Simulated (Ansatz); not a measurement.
A (111) slab of Li (Fm-3m (No. 225)), 5 planes, outer planes Li (top) and Li (bottom), with 5 atoms (Li5) in a surface cell of A = 8.074 Å², as cut from the bulk:

```
Li
1.0
     3.05340    0.00000    0.00000
    -1.52670    2.64432    0.00000
     0.00000    0.00000   24.97237
Li
5
Cartesian
  1.5267 0.8814 7.5000
  0.0000 1.7629 9.9931
  0.0000 0.0000 12.4862
  1.5267 0.8814 14.9793
  0.0000 1.7629 17.4724
```

Theory: DFT PBEsol, scalar-relativistic, plane waves, PAW (Ansatz 0.2.0). Cutoff 420 eV; k points 12×12×1 on the computed 5-atom cell (Γ-centred); Gaussian smearing, width 0.10 eV; no spin polarisation. The cell repeats along c with a dipole correction in the vacuum.

Against the same 5 atoms in the bulk, the slab as cut lies 0.558 eV higher and the relaxed slab 0.541 eV higher.

**Question.** Work out the surface energy before and after relaxation.

**Answer.** The slab has two faces, so γ = (E_slab − N·E_bulk)/(2A), the mean of both. As cut: 0.558/(2 × 8.074) = 0.0346 eV/Å², and 1 eV/Å² = 16.02 J/m², so γ = 0.55 J/m². Relaxed: 0.541/(2 × 8.074) = 0.0335 eV/Å² = 0.54 J/m². Relaxation recovers 3 % of the cost of cutting.

**Question.** A cut through this plane breaks about 3 nearest-neighbour bonds a surface cell. What does each broken bond cost, before relaxation?

**Answer.** One cut makes two faces and costs 2γA = 0.558 eV, shared by 3 bonds: 0.19 eV a bond. In a metal this is less than the cohesive energy a bond, since the bonds that remain at the surface strengthen.

**Question.** What is the ideal work of this cut, per area?

**Answer.** Griffith's ideal work is 2γ: 1.11 J/m² if the new faces stay rigid, 1.07 J/m² if they relax. One thickness was run, 5 planes, so γ can still shift with it.

The reference crystal is the fcc form of Li, which isn't its usual structure.